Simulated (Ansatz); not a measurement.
# How settings move the G0W0 gap of CdS (NiAs type)

CdS, NiAs type, relaxed with r2SCAN; one-shot G0W0 in Ansatz without spin-orbit coupling. These are computed values for a spin-unpolarised cell that may be hypothetical; none is a measurement.

```yaml
crystal:
  lattice:
    - [3.84104, 0.00000, 0.00000]
    - [-1.92052, 3.32644, 0.00000]
    - [0.00000, 0.00000, 6.44527]
  atoms:
    - { symbol: Cd, position: [0.00000, 0.00000, 0.00000] }
    - { symbol: Cd, position: [0.00000, 0.00000, 0.50000] }
    - { symbol: S, position: [0.33333, 0.66667, 0.25000] }
    - { symbol: S, position: [0.66667, 0.33333, 0.75000] }
```

Gaps are read over the mesh points alone. G0W0 values are finite-basis, finite-mesh values.
```tsv
start	potentials	frequency model	mesh	empty bands	screening cutoff (eV)	Kohn-Sham gap (eV)	G0W0 gap (eV)	rough cost
PBE	PAW	contour deformation	6×6×2	133	80	0.64	1.24	90 core-seconds
PBE	PAW	contour deformation	6×6×2	309	140	0.64	1.26	6 core-minutes
PBE	PAW	contour deformation	6×6×2	569	210	0.64	1.27	23 core-minutes
HSE06	PAW	contour deformation	6×6×2	309	140	1.65	1.79	11 core-minutes
LDA	PAW	contour deformation	6×6×2	309	140	0.37	1.16	6 core-minutes
r2SCAN	PAW	contour deformation	6×6×2	309	140	1.26	1.59	6 core-minutes
PBE	PAW	Godby-Needs pole	6×6×2	309	140	0.64	1.30	6 core-minutes
PBE	PAW	contour deformation	6×6×4	133	80	0.64	1.24	3 core-minutes
PBE	norm-conserving	contour deformation	6×6×2	309	140	0.64	1.26	11 core-minutes
```

Over the mesh points the PBE gap of 0.64 eV becomes a quasiparticle gap of 1.27 eV (direct at Γ), a change of +0.63 eV. Renormalisation factors Z lie between 0.72 and 0.79.

Raising bands and cutoff together moves the gap by +0.02 eV (80 to 140 eV), then +0.01 eV (140 to 210 eV); the last step is small, which bounds nothing strictly. Starting from HSE06 (1.65 eV against PBE's 0.64 eV) gives 1.79 eV, +0.53 eV from G0W0@PBE at the same screening cutoff. Starting from LDA (0.37 eV against PBE's 0.64 eV) gives 1.16 eV, -0.10 eV from G0W0@PBE at the same screening cutoff. Starting from r2SCAN (1.26 eV against PBE's 0.64 eV) gives 1.59 eV, +0.33 eV from G0W0@PBE at the same screening cutoff. The Godby-Needs plasmon pole differs from contour deformation by +0.04 eV. A 6×6×4 mesh in place of 6×6×2 changes the opening over PBE by 0.00 eV (the gap on the mesh by 0.00 eV). Norm-conserving potentials (wave cutoff 1071 eV against 420 eV) shift the quasiparticle gap by 0.00 eV and the PBE gap by 0.00 eV. r2SCAN runs take a wave cutoff of 500 eV.

With a shallow d shell on the cation, G0W0 converges slowly in bands and cutoff, so these values are in doubt.
